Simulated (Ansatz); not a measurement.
# Thickness series of a HfN/AlN/TaN junction, part 5 of 9

Wanted: T(E), the conductance and its decay constant for HfN/AlN/TaN. The lower electrode is HfN rock salt(001), the upper one TaN rock salt(001); the barrier is AlN zinc blende(001) (N and N faces). In the first transport cell, after relaxation, the nearest pair of electrode and barrier is Hf–N at 2.28 Å, at a slant, at the lower face and Ta–N at 2.17 Å, at a slant, at the upper one. All share a net of side 3.203 Å, which strains the lower electrode by +0.0 %, the upper one by +2.5 % and the barrier by +2.9 %, against typed lattice constants near PBE's. The first steps treat the bulk electrodes alone.

Ansatz 0.2.0; PBE DFT, plane waves, PAW files (the session's first sound run).

So far, transmission at the Fermi level (a spin, zone mean): step 5 (T(E) of the junction) 4.7e-5. Also channels of the lower lead: step 5 1.44.

### Step 6. Conductance on a fine mesh, atomic planes in the barrier 5, gap between the electrodes 8.05 Å

Level of this step: PBE DFT, plane waves, PAW files; ballistic transmission by layer matching between semi-infinite leads (Ansatz).

System of this step: HfN/AlN/TaN. The cell holds 53 atoms: 27 N, 12 Hf, 2 Al and 12 Ta. Cell: a = 3.203 Å, b = 3.203 Å, c = 71.396 Å, α = 90.0°, β = 90.0°, γ = 90.0°. Regions: left electrode, 24 atoms (12 N and 12 Hf); barrier, 5 atoms (3 N and 2 Al); right electrode, 24 atoms (12 N and 12 Ta). Vacuum lies along c.

The conductance needs T(E) within ten thermal energies of the Fermi level, on steps under 1.5 kT, and a finer mesh (26×26), since the current can rest on few wavevectors.

Input file input.yaml:

```yaml
crystal:
  lattice:
    - [3.203, 0.0, 0.0]
    - [0.0, 3.203, 0.0]
    - [0.0, 0.0, 71.3957240272]
  atoms:
    - { symbol: "N", position: [0.5, 0.5, 0.0980450874] }
    - { symbol: Hf, position: [0.0, 0.0, 0.0980450874] }
    - { symbol: "N", position: [0.0, 0.0, 0.1299381184] }
    - { symbol: Hf, position: [0.5, 0.5, 0.1299381184] }
    - { symbol: "N", position: [0.5, 0.5, 0.1618311495] }
    - { symbol: Hf, position: [0.0, 0.0, 0.1618311495] }
    - { symbol: "N", position: [0.0, 0.0, 0.1937241806] }
    - { symbol: Hf, position: [0.5, 0.5, 0.1937241806] }
    - { symbol: "N", position: [0.5, 0.5, 0.2256172117] }
    - { symbol: Hf, position: [0.0, 0.0, 0.2256172117] }
    - { symbol: "N", position: [0.0, 0.0, 0.2575102428] }
    - { symbol: Hf, position: [0.5, 0.5, 0.2575102428] }
    - { symbol: "N", position: [0.5, 0.5, 0.2894032739] }
    - { symbol: Hf, position: [0.0, 0.0, 0.2894032739] }
    - { symbol: "N", position: [0.0, 0.0, 0.3212963049] }
    - { symbol: Hf, position: [0.5, 0.5, 0.3212963049] }
    - { symbol: "N", position: [0.5, 0.5, 0.353189336] }
    - { symbol: Hf, position: [0.0, 0.0, 0.353189336] }
    - { symbol: "N", position: [0.0, 0.0, 0.3850823671] }
    - { symbol: Hf, position: [0.5, 0.5, 0.3850823671] }
    - { symbol: "N", position: [0.5, 0.5, 0.4169753982] }
    - { symbol: Hf, position: [0.0, 0.0, 0.4169753982] }
    - { symbol: "N", position: [0.0, 0.0, 0.4465607086] }
    - { symbol: Hf, position: [0.5, 0.5, 0.4558685847] }
    - { symbol: "N", position: [0.5, 0.0, 0.478573141] }
    - { symbol: Al, position: [0.5, 0.5, 0.4950453721] }
    - { symbol: "N", position: [0.0, 0.5, 0.509913481] }
    - { symbol: Al, position: [0.0, 0.0, 0.5249981601] }
    - { symbol: "N", position: [0.5, 0.0, 0.5395883044] }
    - { symbol: "N", position: [0.0, 0.0, 0.567983058] }
    - { symbol: Ta, position: [0.5, 0.5, 0.5600647222] }
    - { symbol: "N", position: [0.5, 0.5, 0.5950793716] }
    - { symbol: Ta, position: [0.0, 0.0, 0.5950793716] }
    - { symbol: "N", position: [0.0, 0.0, 0.6257669257] }
    - { symbol: Ta, position: [0.5, 0.5, 0.6257669257] }
    - { symbol: "N", position: [0.5, 0.5, 0.6564544798] }
    - { symbol: Ta, position: [0.0, 0.0, 0.6564544798] }
    - { symbol: "N", position: [0.0, 0.0, 0.6871420339] }
    - { symbol: Ta, position: [0.5, 0.5, 0.6871420339] }
    - { symbol: "N", position: [0.5, 0.5, 0.717829588] }
    - { symbol: Ta, position: [0.0, 0.0, 0.717829588] }
    - { symbol: "N", position: [0.0, 0.0, 0.7485171421] }
    - { symbol: Ta, position: [0.5, 0.5, 0.7485171421] }
    - { symbol: "N", position: [0.5, 0.5, 0.7792046962] }
    - { symbol: Ta, position: [0.0, 0.0, 0.7792046962] }
    - { symbol: "N", position: [0.0, 0.0, 0.8098922503] }
    - { symbol: Ta, position: [0.5, 0.5, 0.8098922503] }
    - { symbol: "N", position: [0.5, 0.5, 0.8405798044] }
    - { symbol: Ta, position: [0.0, 0.0, 0.8405798044] }
    - { symbol: "N", position: [0.0, 0.0, 0.8712673585] }
    - { symbol: Ta, position: [0.5, 0.5, 0.8712673585] }
    - { symbol: "N", position: [0.5, 0.5, 0.9019549126] }
    - { symbol: Ta, position: [0.0, 0.0, 0.9019549126] }
kpoints:
  mp_grid: { grid: [8, 8, 1] }
scf:
  occupations: { method: fermi_dirac, width: 0.1 }
  max_iter: 150
hamiltonian:
  xc: pbe
output:
  transmission:
    kmesh: [26, 26]
    e_range: [-0.26, 0.27]
    de: 0.0375
    leads: [[10, 12], [41, 43]]
```

Started as:

```sh
$ ansatz run input.yaml --threads 8 --pin off --max-ram 24576MiB --backend cpu --events-out ev --progress --plain --runs-dir out
```

Numbers of over 12 decimals in the logs are rounded to 6 here.

Output:

```text
[...]
Crystal: 53 atoms, lattice volume = 732.464 Å³
Basis set: ecut = 420 eV, 14375 PW (Γ)
Bands: 366, of which v1, the nominal top of the filled ones, is band 305 counted from 1 (304 counted from 0)
Symmetry: 4 space group operations
[...]
k-points: 25 of 64
[...]
SCF iter   1: F=—  HF=-319348.445786 eV  |F-HF|=—  |Δ(HF+E_count)|=         —  Δρ=1.02e-2  dr2=4.23e2  ethr=1.77e-3  ⟨swp⟩=7.0  Hψ=37936  notcnv=0  defer=142
[...]
SCF iter  12: F=-319347.787678 eV  HF=-319347.787678 eV  |F-HF|=1.57e-8  |Δ(HF+E_count)|=   9.08e-9  Δρ=7.30e-7  dr2=2.16e-8  ethr=1.64e-11  ⟨swp⟩=12.5  Hψ=36283  notcnv=0
SCF 1 converged in 12 iterations: F = -319347.787678 eV  dr2 = 2.16e-8
[...]
transmission: 1084 of 10780 steps passed
transmission: 2160 of 10780 steps passed
[...]
transmission: 10780 of 10780 steps passed
SCF converged after 12 iterations
Free energy (F): -319347.787678 eV
[...]
Internal energy: -319347.063292 eV  (E = F + TS)
E sigma→0 (E₀):  -319347.425485 eV
Entropy (-TS):   -0.724386 eV (-13.668 meV/atom)
Fermi energy:    16.497610 eV
[...]
--- Band table (eV; the first three rows and the last of 25) ---
  k-point 0: bands = [... 301 lower, 14.4188, 14.5178, 14.6432, 14.7072, 14.7078, 14.7309, 15.0700, 15.2935, ... 57 higher]
  k-point 1: bands = [... 301 lower, 14.8420, 14.8835, 15.1148, 15.1277, 15.2132, 15.2726, 15.3135, 15.4736, ... 57 higher]
  k-point 2: bands = [... 301 lower, 15.8637, 15.9322, 15.9929, 16.1236, 16.1292, 16.1767, 16.2562, 16.3619, ... 57 higher]
  k-point 24: bands = [... 301 lower, 15.2877, 15.6475, 15.6755, 15.6803, 15.7149, 15.9031, 16.5604, 16.5666, ... 57 higher]
--- Transmission ---
  basis      : 89 plane waves across, 55 finite elements along
  points     : 196, standing for a mesh of 26 x 26
  filling    : by the input's occupations and mesh, since the crystals that have channels conduct as metals do. If one of these is a semiconductor, that mesh has misplaced its level
[...]
filled         : 7.5 meV under the level at which it is neutral
    channels       : 1.431953e0 a spin
    conductance    : 1.0551e15 S/m² at 300 K; may be off by some 0.0 % by where its bands' edges are placed, 4.1 % from the k-mesh, 0.3 % from the distance to neutral
    slowest decay  : 0.1460 /Å at (0.0385, 0.3077)
[...]
filled         : 3.6 meV under the level at which it is neutral
    channels       : 1.991124e0 a spin
[...]
slowest decay  : 0.0235 /Å at (0.2308, 0.1923)
  junction   : crystal 0 to crystal 1, 18.83 to 51.65 Å
    transmission   : 3.306162e-3 a spin
    conductance    : 1.9484e12 S/m² at 300 K (2.4235e12 on every other point, 1.9514e12 on every other energy)
    error estimate : 0.2 % from the energy spacing and 3.4 % from band edges of the leads and from resonances (wavevectors taken as independent; lower de), 26.8 % from the k-mesh, 31.0 % from the steps of its leads' Hamiltonians or their offsets (lay more layers), 0.4 % from the distance to neutral
    resistance     : 5.1244e-1 Ω µm² beyond half of each lead's own
```

Wall time 10 min (8 threads of Arm Neoverse V2, shared host); peak memory 11 GiB.

This step gave:

| Item | Value |
| --- | --- |
| free energy | -319347.7877 eV |
| Fermi energy | 16.50 eV |
| transmission at the Fermi level (a spin, zone mean) | 0.003306 |
| channels of the lower lead | 1.432 |
| channels of the upper lead | 1.991 |
| ballistic conductance of the lower lead | 1.06e15 S/m² |
| ballistic conductance of the upper lead | 1.50e15 S/m² |
| junction conductance | 1.95e12 S/m² |
| error estimates by source, in the log's order | 0.2, 3.4, 26.8, 31, 0.4 % |
| resistance-area product beyond the leads | 0.5124 Ω um² |

One spin. Transmission, zone mean against energy, zero at the Fermi level:

| energy (eV) | transmission, zone mean |
| --- | --- |
| -0.260 | 0.00412 |
| -0.223 | 0.00366 |
| -0.185 | 0.00361 |
| -0.147 | 0.00363 |
| -0.110 | 0.00324 |
| -0.072 | 0.00239 |
| -0.035 | 0.00213 |
| 0.003 | 0.00331 |
| 0.040 | 0.00247 |
| 0.077 | 0.00238 |
| 0.115 | 0.00200 |
| 0.152 | 0.00166 |
| 0.190 | 0.00137 |
| 0.228 | 0.00158 |
| 0.265 | 0.00134 |

One spin. The open channels, zone mean by energy, zero at the Fermi level:

| energy (eV) | lower lead | upper lead |
| --- | --- | --- |
| -0.260 | 1.30 | 1.88 |
| -0.223 | 1.30 | 1.90 |
| -0.185 | 1.33 | 1.98 |
| -0.147 | 1.37 | 1.92 |
| -0.110 | 1.38 | 1.94 |
| -0.072 | 1.36 | 1.95 |
| -0.035 | 1.36 | 1.97 |
| 0.003 | 1.43 | 1.99 |
| 0.040 | 1.42 | 1.97 |
| 0.077 | 1.43 | 2.04 |
| 0.115 | 1.43 | 2.09 |
| 0.152 | 1.40 | 2.07 |
| 0.190 | 1.44 | 2.10 |
| 0.228 | 1.41 | 2.09 |
| 0.265 | 1.44 | 2.06 |

Transmission over k1 and k2. At 0.0025 eV from the Fermi level; zeros and values more than six decades under the largest are shown at that floor.

log10 of the mean of each cell; the least values stand at a floor. Values, 12 rows by 16 columns:
```
-3.4 -3.0 -2.6 -2.6 -2.9 -2.9 -3.3 -7.0 -7.0 -4.0 -3.0 -2.9 -2.8 -2.6 -2.7 -3.1
-2.9 -2.8 -2.6 -2.7 -2.7 -2.5 -2.7 -4.6 -7.0 -3.5 -2.5 -2.6 -2.8 -2.7 -2.7 -2.8
-3.0 -2.8 -2.7 -2.8 -2.6 -2.5 -2.8 -3.5 -4.1 -3.2 -2.6 -2.6 -2.7 -2.8 -2.7 -2.9
-3.5 -3.3 -3.4 -3.1 -3.2 -3.4 -3.3 -3.0 -2.8 -3.1 -3.3 -3.5 -3.1 -3.3 -3.3 -3.3
-4.7 -4.0 -3.7 -4.4 -3.1 -2.3 -2.0 -1.5 -1.8 -1.7 -2.1 -2.5 -3.7 -4.0 -3.7 -4.3
-7.0 -5.4 -4.5 -3.9 -1.7 -1.6 -1.4 -2.8 -3.3 -2.0 -1.3 -1.7 -2.0 -4.8 -4.6 -7.0
-6.0 -4.4 -3.7 -3.9 -2.0 -1.9 -1.4 -2.0 -2.4 -1.8 -1.4 -2.0 -2.3 -4.0 -3.8 -5.2
-4.0 -3.8 -3.9 -3.9 -3.4 -2.7 -2.6 -1.7 -1.8 -2.0 -2.7 -2.8 -3.7 -3.9 -3.9 -3.9
-3.3 -3.0 -2.9 -2.9 -2.8 -2.9 -3.0 -3.6 -4.0 -3.3 -2.9 -2.9 -2.8 -3.0 -2.9 -3.1
-2.9 -2.8 -2.7 -2.8 -2.7 -2.4 -2.8 -3.9 -4.5 -3.4 -2.5 -2.5 -2.7 -2.7 -2.7 -2.8
-3.0 -2.8 -2.6 -2.7 -2.8 -2.7 -2.9 -5.1 -7.0 -3.6 -2.7 -2.8 -2.8 -2.6 -2.7 -2.9
-3.7 -3.1 -2.7 -2.6 -2.9 -3.0 -3.6 -7.0 -7.0 -4.6 -3.2 -3.0 -2.7 -2.6 -2.8 -3.4
```
Columns: k1 (b1) from -0.5 to 0.462; rows upwards: k2 (b2) from -0.5 to 0.462.

G = 1.9e12 S/m² (1/G = 0.513 Ω µm²). The largest error estimate is 31 %, from the leads' potential steps. In the worse lead the potential repeats within 12 meV, which the program lets pass, though it still puts 31 % of error on the junction's conductance through them. By hand, Landauer's formula with T at one energy: G = (e²/h) ΣT / A = 3.874e-5 S × 0.00661 / 10.26 Å² = 2.5e12 S/m², with T summed over both spins. The printed value averages T over the Fermi window and is 0.78 times this.

(Part 5 of 9 ends here.)

[Logs are printed without paths, hosts, clocks, repeated set-up lines and the standing remarks that a program may print on its own settings, such as how far it seeks lower states.]

[Hosts, paths, dates, database ids (printed as entryN), source tags and the programs' standing remarks are cut or masked in the printed files.]
